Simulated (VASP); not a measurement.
# SGeH2 in VASP: settings compared

The runs below take SGeH2 through single point, relaxation of the atoms, atomic charges, electron localisation function, with PBE, PBE+TS, BLYP+D4.

All numbers are computed with VASP 6.6.1; they aren't measurements. Logs are shortened: lines on timing, memory, paths and dates and some standing lists are left out, and cuts for length are marked.

### 1 Starting point

The cell holds a molecule in a box, 4 atoms: a = 11.000 Å, b = 12.000 Å, c = 11.000 Å, α = 90.00°, β = 90.00°, γ = 90.00°.

### 2 Single point, PBE (atoms moved at random, drawn with an rms of 0.05 Å)

File INCAR:

```
  PREC = Accurate
  ENCUT = 520
  EDIFF = 1E-7
  ISMEAR = 0
  SIGMA = 0.01
  LREAL = False
  LASPH = True
  NELM = 80
  ALGO = Fast
  ISIF = 2
  LWAVE = False
  LCHARG = True
  GGA = PE
  LELF = True
  LVHAR = True
  LVACPOTAV = True
  NBANDS = 19
```

File KPOINTS:

```
regular mesh
0
Gamma
  1 1 1
```

File POSCAR:

```
GeH2S
1.0
   11.0000000000      0.0000000000      0.0000000000
    0.0000000000     12.0000000000      0.0000000000
    0.0000000000      0.0000000000     11.0000000000
S Ge H
1 1 2
Direct
    0.4628710000      0.4000980000      0.5219390000
    0.4262650000      0.5589610000      0.4375630000
    0.5741680000      0.4119030000      0.5703620000
    0.5543790000      0.6079850000      0.4688550000
```

Potentials or basis: VASP PAW PBE potentials, release 64 (S, Ge_d, H).

Command:

```console
$ cat potpaw_PBE.64/S/POTCAR potpaw_PBE.64/Ge_d/POTCAR potpaw_PBE.64/H/POTCAR > POTCAR
$ mpirun -np 1 vasp_gam > vasp.out
```

OUTCAR:

```text
PREC = Accurate
   ENCUT = 520
   EDIFF = 1E-7
   ISMEAR = 0
   LREAL = False
   LASPH = True
   NELM = 80
   ISIF = 2
   GGA = PE

 ion  position               nearest neighbor table
   1  0.463  0.400  0.522-   3 1.34   2 2.16
   2  0.426  0.559  0.438-   4 1.57   1 2.16
   3  0.574  0.412  0.570-   1 1.34
   4  0.554  0.608  0.469-   2 1.57

  LATTYP: Found a simple tetragonal cell.
 ALAT       =    11.0000000000
 C/A-ratio  =     1.0909090909

  Lattice vectors:

 A1 = ( -11.0000000000,   0.0000000000,   0.0000000000)
 A2 = (   0.0000000000,   0.0000000000,  11.0000000000)
 A3 = (   0.0000000000,  12.0000000000,   0.0000000000)

Analysis of symmetry for initial positions (statically):
=====================================================================
 Subroutine PRICEL returns:
 Original cell was already a primitive cell.

 Routine SETGRP: Setting up the symmetry group for a
 simple tetragonal supercell.

 Subroutine GETGRP returns: Found  1 space group operations
 (whereof  1 operations were pure point group operations)
 out of a pool of 16 trial point group operations.

The static configuration has the point symmetry C_1 .

Analysis of symmetry for dynamics (positions and initial velocities):
=====================================================================
 Subroutine PRICEL returns:
 Original cell was already a primitive cell.

 Routine SETGRP: Setting up the symmetry group for a
 simple tetragonal supercell.

 Subroutine GETGRP returns: Found  1 space group operations
 (whereof  1 operations were pure point group operations)
 out of a pool of 16 trial point group operations.

The dynamic configuration has the point symmetry C_1 .

 Subroutine INISYM returns: Found  1 space group operations
 (whereof  1 operations are pure point group operations),
 and found     1 'primitive' translations

----------------------------------------------------------------------------------------

                                     Primitive cell

  volume of cell :    1452.0000

  direct lattice vectors                    reciprocal lattice vectors
    11.000000000  0.000000000  0.000000000     0.090909091  0.000000000  0.000000000
     0.000000000 12.000000000  0.000000000     0.000000000  0.083333333  0.000000000
     0.000000000  0.000000000 11.000000000     0.000000000  0.000000000  0.090909091

  length of vectors
    11.000000000 12.000000000 11.000000000     0.090909091  0.083333333  0.090909091

  position of ions in fractional coordinates (direct lattice)
     0.462871000  0.400098000  0.521939000
     0.426265000  0.558961000  0.437563000
     0.574168000  0.411903000  0.570362000
     0.554379000  0.607985000  0.468855000

  ion indices of the primitive-cell ions
   primitive index   ion index
                 1           1
                 2           2
                 3           3
                 4           4

----------------------------------------------------------------------------------------

 KPOINTS: regular mesh

Automatic generation of k-mesh.
 Grid dimensions read from file:
 generate k-points for:    1    1    1

 Generating k-lattice:

  Cartesian coordinates                     Fractional coordinates (reciprocal lattice)
     0.090909091  0.000000000  0.000000000     1.000000000  0.000000000  0.000000000
     0.000000000  0.083333333  0.000000000     0.000000000  1.000000000  0.000000000
     0.000000000  0.000000000  0.090909091     0.000000000  0.000000000  1.000000000

  Length of vectors
     0.090909091  0.083333333  0.090909091

  Shift w.r.t. Gamma in fractional coordinates (k-lattice)
     0.000000000  0.000000000  0.000000000

 Subroutine IBZKPT returns following result:
 ===========================================

 Found      1 irreducible k-points:

 Following reciprocal coordinates:
            Coordinates               Weight
  0.000000  0.000000  0.000000      1.000000
   k-points           NKPTS =      1   k-points in BZ     NKDIM =      1   number of bands    NBANDS=     19
   number of dos      NEDOS =    301   number of ions     NIONS =      4
   total plane-waves  NPLWV = 635040
   dimension x,y,z NGX =    84 NGY =   90 NGZ =   84
   dimension x,y,z NGXF=   168 NGYF=  180 NGZF=  168
   ions per type =               1   1   2
   NGX,Y,Z   is equivalent  to a cutoff of  12.70, 12.47, 12.70 a.u.
   NGXF,Y,Z  is equivalent  to a cutoff of  25.39, 24.94, 25.39 a.u.
 SYSTEM =  unknown system
   PREC   = accura    normal or accurate (medium, high low for compatibility)
   ISTART =      0    job   : 0-new  1-cont  2-samecut
   ICHARG =      2    charge: 1-file 2-atom 10-const
   ISPIN  =      1    spin polarized calculation?
   LNONCOLLINEAR =      F non collinear calculations
   LSORBIT =      F    spin-orbit coupling
   LASPH  =      T    aspherical Exc in radial PAW
   ENCUT  =  520.0 eV  38.22 Ry    6.18 a.u.  20.45 22.31 20.45*2*pi/ulx,y,z
   NELM   =     80;   NELMIN=  2; NELMDL= -5     # of ELM steps
   EDIFF  = 0.1E-06   stopping-criterion for ELM
   LREAL  =      F    real-space projection
   EDIFFG = 0.1E-05   stopping-criterion for IOM
   NSW    =      0    number of steps for IOM
   IBRION =     -1    ionic relax: 0-MD 1-quasi-New 2-CG
   NFREE  =      0    steps in history (QN), initial steepest desc. (CG)
   ISIF   =      2    stress and relaxation
   ISYM   =      2    0-nonsym 1-usesym 2-fastsym
   POTIM  = 0.5000    time-step for ionic-motion
   TEBEG  =    0.0;   TEEND  =   0.0 temperature during run
   PSTRESS=    0.0 pullay stress
   NELECT =      22.0000    total number of electrons
   NUPDOWN=      -1.0000    fix difference up-down
   EMIN   =  10.00;   EMAX   =-10.00  energy-range for DOS
   EFERMI =   0.00;   METHOD = LEGACY
   ISMEAR =     0;   SIGMA  =   0.01  broadening in eV -4-tet -1-fermi 0-gaus
   EFERMI_NEDOS =   21; number of points for ismear=-14 and -15
   IALGO  =     68    algorithm
   IMIX   =      4    mixing-type and parameters
     AMIX     =   0.40;   BMIX     =  1.00
     AMIX_MAG =   1.60;   BMIX_MAG =  1.00
  volume/ion in A,a.u.               =     363.00      2449.64
  Fermi-wavevector in a.u.,A,eV,Ry     =   0.405098  0.765524  2.232777  0.164104
  Thomas-Fermi vector in A             =   1.357169
   LORBIT       =      0    0 simple, 1 ext, 2 COOP (PROOUT), +10 PAW based schemes
   GGA     = PE    functional components
   LHFCALC =     F    Hartree Fock is set to
   AEXX    =    0.0000 exact exchange contribution
   IVDW    =     0    specifies the selected vdW correction
   LEPSILON=     F    determine dielectric tensor
   LRPA    =     F    only Hartree local field effects (RPA)
 non-spin polarized calculation
 RMM-DIIS sequential band-by-band and
 Gauss-broadening in eV      SIGMA  =   0.01
  energy-cutoff  :      520.00
  volume of cell :     1452.00
 maximum number of plane-waves:     19579
 NGX is ok and might be reduce to    84
   NGX = 41   NGY = 45   NGZ = 41

 number of electron      21.9999999 magnetization

 Free energy of the ion-electron system (eV)
  ---------------------------------------------------
  ext. energy  EPLUGINS =         0.00000000
  ---------------------------------------------------
  free energy    TOTEN  =       -14.41295050 eV

  energy without entropy =      -14.41295050  energy(sigma->0) =      -14.41295050

 E-fermi :  -5.7387     XC(G=0):  -0.8914

 val. band max:       -5.7938994531   @ k =   0.0000   0.0000   0.0000
 cond. band min:      -2.9785478090   @ k =   0.0000   0.0000   0.0000
 fundamental gap:      2.8153516441
 Fermi energy:        -5.7386826166

 k-point     1 :       0.0000    0.0000    0.0000
  band No.  band energies     occupation
      1     -28.6583      2.00000
      2     -28.6010      2.00000
      3     -28.4876      2.00000
      4     -28.4117      2.00000
      5     -28.3413      2.00000
      6     -18.2024      2.00000
[... 11 lines left out ...]
     18       0.9897      0.00000
     19       1.0207      0.00000

------------------------ aborting loop because EDIFF is reached ----------------------------------------

  FORCE on cell =-STRESS in cart. coord.  units (eV):
  Direction    XX          YY          ZZ          XY          YZ          ZX
  --------------------------------------------------------------------------------------
  -------------------------------------------------------------------------------------
  Total        0.9328752      2.1158816      0.4827091     -0.0045074     -0.8582488      0.4200857
  in kB        1.0293606      2.3347228      0.5326347     -0.0049736     -0.9470157      0.4635343
  external PRESSURE =       1.2989060 kB  Pullay stress =       0.0000000 kB

 VOLUME and BASIS-vectors are now :
 -----------------------------------------------------------------------------
  energy-cutoff  :      520.00
  volume of cell :     1452.00
      direct lattice vectors                 reciprocal lattice vectors
    11.000000000  0.000000000  0.000000000     0.090909091  0.000000000  0.000000000
     0.000000000 12.000000000  0.000000000     0.000000000  0.083333333  0.000000000
     0.000000000  0.000000000 11.000000000     0.000000000  0.000000000  0.090909091

 POSITION                                       TOTAL-FORCE (eV/Angst)
 -----------------------------------------------------------------------------------
      5.09158      4.80118      5.74133        -0.074399     -1.126343      0.467396
      4.68892      6.70753      4.81319        -0.596605      0.818219     -0.626842
      6.31585      4.94284      6.27398         0.230323      0.073097      0.026305
      6.09817      7.29582      5.15740         0.440681      0.235028      0.133141
 -----------------------------------------------------------------------------------
    total drift:                                0.000221     -0.001470     -0.000023

  FREE ENERGIE OF THE ION-ELECTRON SYSTEM (eV)
  ---------------------------------------------------
  free  energy   TOTEN  =       -14.4129505044 eV

  energy  without entropy=      -14.4129505044  energy(sigma->0) =      -14.41295050
```

Run time: 2.1 min. Hardware: 1 thread of Intel Xeon Platinum 8488C (Sapphire Rapids), shared host; peak memory 1.1 GiB.

What came out:

| Property | Result |
| --- | --- |
| Free energy | -14.4130 eV |
| Largest force | 1.222 eV/Å |
| Gap between the frontier levels | 2.82 eV |

Forces on the atoms (eV/Å):
```
S   -0.074 -1.126  0.467
Ge  -0.597  0.818 -0.627
H    0.230  0.073  0.026
H    0.441  0.235  0.133
```

Levels at points of the mesh, in eV from the valence-band top:
| k point | band 7 | band 8 | band 9 | band 10 | band 11 | band 12 | band 13 | band 14 | band 15 | band 16 |
| --- | --- | --- | --- | --- | --- | --- | --- | --- | --- | --- |
| (0.00, 0.00, 0.00) | -6.80 | -4.18 | -1.31 | -1.02 | 0.00 | 2.82 | 4.84 | 5.51 | 5.89 | 6.57 |

### 3 Relaxation of the atoms, PBE (atoms moved at random, drawn with an rms of 0.02 Å)

File INCAR:

```
PREC = Accurate
ENCUT = 520
EDIFF = 1E-7
ISMEAR = 0
SIGMA = 0.01
LREAL = F
LASPH = T
NELM = 100
ALGO = Fast
ISIF = 2
LWAVE = F
LCHARG = F
GGA = PE
IBRION = 2
NSW = 60
EDIFFG = -0.01
```

File KPOINTS:

```
Automatic mesh
0
Gamma
  1 1 1
```

File POSCAR:

```
GeH2S
1.0
   11.0000000000      0.0000000000      0.0000000000
    0.0000000000     12.0000000000      0.0000000000
    0.0000000000      0.0000000000     11.0000000000
S Ge H
1 1 2
Direct
    0.4642180000      0.3956800000      0.5267160000
    0.4262760000      0.5573930000      0.4356160000
    0.5767200000      0.4152360000      0.5724730000
    0.5543640000      0.6095670000      0.4731780000
```

Potentials or basis: VASP PAW PBE potentials, release 64 (S, Ge_d, H).

Command:

```console
$ cat potpaw_PBE.64/S/POTCAR potpaw_PBE.64/Ge_d/POTCAR potpaw_PBE.64/H/POTCAR > POTCAR
$ mpirun -np 1 vasp_gam > vasp.out
```

Wall time 9.6 min (1 thread of Intel Xeon Platinum 8488C (Sapphire Rapids), shared host); peak memory 1.2 GiB.

It converged, with:

```
Free energy                     : -14.4789 eV
Energy gained by relaxing       : 1.2 meV/atom
Ionic steps                     : 11
Largest force after relaxing    : 0.003 eV/Å
Gap between the frontier levels : 2.76 eV
```

Forces on the atoms (eV/Å):
```
S    0.000  0.000  0.003
Ge   0.001  0.001 -0.003
H    0.000  0.001 -0.003
H   -0.001 -0.002  0.002
```

Step by step:
```csv
step,energy change (eV),largest force (eV/Å),pressure (GPa)
1,0.0000,0.3589,0.02
2,-0.0029,0.3136,0.00
3,-0.0040,0.1601,0.01
4,-0.0045,0.0973,-0.01
5,-0.0046,0.0283,0.00
6,-0.0047,0.0225,0.00
7,-0.0048,0.0260,0.00
8,-0.0048,0.0423,-0.01
9,-0.0048,0.0105,-0.01
10,-0.0049,0.0105,0.00
11,-0.0049,0.0034,0.00
```

Final structure:
```
S Ge H
1.0
    11.00000    0.00000    0.00000
     0.00000   12.00000    0.00000
     0.00000    0.00000   11.00000
S Ge H
1 1 2
Direct
  0.46432 0.39439 0.52753
  0.42602 0.55783 0.43516
  0.57632 0.41551 0.57200
  0.55492 0.61014 0.47330
```

Levels at points of the mesh, in eV from the valence-band top:
```csv
k point,band 8,band 9,band 10,band 11,band 12,band 13,band 14,band 15
"(0.00, 0.00, 0.00)",-3.96,-1.21,-0.73,0.00,2.76,4.92,5.33,5.96
```

### 4 Atomic charges, PBE+TS

File INCAR:

```
SYSTEM = GeH2S
  PREC = Accurate
  ENCUT = 520
  EDIFF = 1E-6
  ISMEAR = 0
  SIGMA = 0.01
  LREAL = .FALSE.
  LASPH = .TRUE.
  NELM = 100
  ALGO = Normal
  ISIF = 2
  LWAVE = .FALSE.
  LCHARG = .FALSE.
  GGA = PE
  IVDW = 2
  LORBIT = 11
```

File KPOINTS:

```
regular mesh
0
G
  1 1 1
  0 0 0
```

File POSCAR:

```
GeH2S
1.0
   11.0000000000      0.0000000000      0.0000000000
    0.0000000000     12.0000000000      0.0000000000
    0.0000000000      0.0000000000     11.0000000000
S Ge H
1 1 2
Direct
    0.4637227300      0.3947625000      0.5265363600
    0.4275045500      0.5564041700      0.4342363600
    0.5748590900      0.4147375000      0.5719454500
    0.5550409100      0.6087375000      0.4728000000
```

Command:

```console
$ cat potpaw_PBE.64/S/POTCAR potpaw_PBE.64/Ge_d/POTCAR potpaw_PBE.64/H/POTCAR > POTCAR
$ mpirun -np 1 vasp_gam > vasp.out
```

Run time: 92 s. Hardware: 1 thread of Intel Xeon Platinum 8488C (Sapphire Rapids), shared host; peak memory 1.1 GiB.

The run converged. Its results:

```
Free energy                                           : -14.4795 eV
Largest force                                         : 0.323 eV/Å
Gap between the frontier levels                       : 2.76 eV
Valence electrons inside the program's atomic spheres : S 3.75; Ge 12.28; H 0.60, 0.56
Hirshfeld charges                                     : S -0.12; Ge +0.19; H +0.04, -0.12 e
Dispersion energy per atom                            : -0.001 eV
```

Forces on the atoms (eV/Å):
```
S   -0.115 -0.269  0.057
Ge  -0.190  0.193 -0.175
H    0.176  0.021  0.077
H    0.129  0.055  0.040
```

Levels at points of the mesh, in eV from the valence-band top:
```
           k point  band 8  band 9  band 10  band 11  band 12  band 13  band 14  band 15
(0.00, 0.00, 0.00)   -4.06   -1.28    -0.82     0.00     2.76     4.90     5.36     5.93
```

### 5 Electron localisation function, PBE

File INCAR:

```
PREC = Accurate
ENCUT = 520
EDIFF = 1E-7
ISMEAR = 0
SIGMA = 0.01
LREAL = F
LASPH = T
NELM = 80
ALGO = Normal
ISIF = 2
LWAVE = F
LCHARG = T
GGA = PE
LELF = T
```

File KPOINTS:

```
Automatic mesh
0
Gamma
  1 1 1
```

POSCAR is that of step 4.

Command:

```console
$ cat potpaw_PBE.64/S/POTCAR potpaw_PBE.64/Ge_d/POTCAR potpaw_PBE.64/H/POTCAR > POTCAR
$ mpirun -np 1 vasp_gam > vasp.out
```

Run time: 1.7 min. Hardware: 1 thread of Intel Xeon Platinum 8488C (Sapphire Rapids), shared host; peak memory 0.98 GiB.

Results (log left out):

```yaml
Free_energy: -14.4741 eV
Largest_force: 0.317 eV/Å
Gap_between_the_frontier_levels: 2.76 eV
```

Forces in eV/Å, atoms in the order of the input:
```
S   -0.114 -0.264  0.056
Ge  -0.187  0.190 -0.172
H    0.173  0.028  0.073
H    0.128  0.046  0.043
```

Levels at points of the mesh, in eV from the valence-band top:
```csv
k point,band 9,band 10,band 11,band 12,band 13,band 14
"(0.00, 0.00, 0.00)",-1.28,-0.82,0.00,2.76,4.90,5.36
```

[end of part 1 of 2]
